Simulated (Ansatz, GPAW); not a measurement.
This is a calculation of Ru (Ruthenium) for Ansatz 0.2.0. 

The input input.yaml:

```yaml
crystal:
  lattice:
    - [2.7058, 0.0, 0.0]
    - [-1.3529, 2.3432915376, 0.0]
    - [0.0, 0.0, 4.2819]
  atoms:
    - { symbol: Ru, position: [0.6666666667, 0.3333333333, 0.75] }
    - { symbol: Ru, position: [0.3333333333, 0.6666666667, 0.25] }
kpoints:
  mp_grid: { grid: [11, 11, 6] }
scf:
  occupations: { method: gaussian, width: 0.028 }
hamiltonian:
  xc: pbe
  pseudopotentials: { kind: all_electron, lapw: { basis_error: 0.001 } }
output:
  forces: true
  stress: true
  eigenvalues: true
```

Potentials or basis: all-electron LAPW, scalar-relativistic.

The run is started by

```console
$ ansatz run input.yaml --threads 1 --pin off --max-ram 3072MiB --backend cpu --events-out ev --progress --plain --runs-dir out
```

Question: What does the same run look like in GPAW 26.7.0 (ASE script)? Potentials or basis there: GPAW PAW data sets (gpaw-data 1.2.1), cutoff 600 eV.

Answer: As run (cutoffs and basis follow the program's own potentials, and thresholds, step limits or extra output files can differ):

run.py

```python
from ase.dft.bandgap import bandgap
from ase.io import read, write
from ase.units import Bohr, GPa
from gpaw import GPAW, PW
from gpaw.elf import elf_from_dft_calculation

atoms = read('Ru.xyz')

calc = GPAW(mode=PW(600),
            xc='PBE',
            kpts={'size': (11, 11, 6), 'gamma': True},
            occupations={'name': 'methfessel-paxton', 'order': 0, 'width': 0.028000000000000004},
            nbands=29,
            convergence={'density': 1e-05, 'energy': 1e-05},
            maxiter=150,
            txt='gpaw.txt')
atoms.calc = calc
energy = atoms.get_potential_energy()
forces = atoms.get_forces()
stress = atoms.get_stress()
calc.write('gs.gpw')
write('result.traj', atoms)
print(f'Energy: {energy:.6f} eV')
print('Forces (eV/A):')
print(forces.round(4))
print('Stress (GPa):', (stress / GPa).round(3))
print('Fermi level:', round(calc.get_fermi_level(), 4), 'eV')
print(f'Gap: {bandgap(calc)[0]:.4f} eV, direct: {bandgap(calc, direct=True)[0]:.4f} eV')

# fields on the real-space grid
write('density.cube', atoms, data=calc.get_pseudo_density() * Bohr**3)
write('potential.cube', atoms, data=calc.get_electrostatic_potential())
write('elf.cube', atoms, data=elf_from_dft_calculation(calc).data)
```

File Ru.xyz:

```xyz
2
Lattice="2.7058000000 0.0000000000 0.0000000000 -1.3529000000 2.3432915376 0.0000000000 0.0000000000 0.0000000000 4.2819000000" Properties=species:S:1:pos:R:3 pbc="T T T"
Ru     1.3529000001      0.7810971791      3.2114250000
Ru    -0.0000000001      1.5621943585      1.0704750000
```

Potentials or basis: GPAW PAW data sets (gpaw-data 1.2.1), pw.

Launch:

```console
$ OMP_NUM_THREADS=1 python run.py
```

Both were run:

|  | Ansatz | GPAW |
| --- | --- | --- |
| Pressure | 4.4 GPa | 3.6 GPa |

Where Ansatz's input types no cutoff or centring, it takes its own default and a Γ-centred mesh.

Pressure is positive in compression.
